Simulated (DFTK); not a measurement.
MgS (Niningerite), 2 atoms in the cell. Symmetry: Fm-3m, No. 225, cubic system. Conventional cell: a = 5.203 Å, b = 5.203 Å, c = 5.203 Å, α = 90.00°, β = 90.00°, γ = 90.00°. S (site symmetry m-3m) is surrounded by 6 Mg at 2.60 Å. Mg (site symmetry m-3m) is surrounded by 6 S at 2.60 Å. 

```yaml
Program: DFTK 0.8.2
Task: single point
Functional: r2SCAN50
Potentials_or_basis: cp2k.nc.sr.pbe.v0_1.largecore.gth (PBE, GTH, large core)
Cutoff: 816 eV
k_mesh: 3 × 3 × 3
Occupations: fermi-dirac, width 0.05 eV
Spin: no spin polarisation
Valence_electrons: Mg 2, S 6
SCF_tolerance_on_the_density: 1e-05
Symmetries_used: no
```

Potentials or basis: cp2k.nc.sr.pbe.v0_1.largecore.gth (PBE, GTH, large core).

Launch:

```console
$ julia --threads=1 run.jl  # save.jl only writes the numbers to a file and isn't shown; printed stress counts tension as positive; times include loading and compiling
```

Hardware: 1 thread of Intel(R) Xeon(R) 6975P-C (Granite Rapids), with other jobs on the host.

Task: Estimate the wall time of this run.

Result: Run time: 20 min on 1 thread of Intel(R) Xeon(R) 6975P-C (Granite Rapids), with other jobs on the host, peak memory 2.2 GiB. Counts: scf iterations 7, k points 27, plane waves 1866, bands 9.
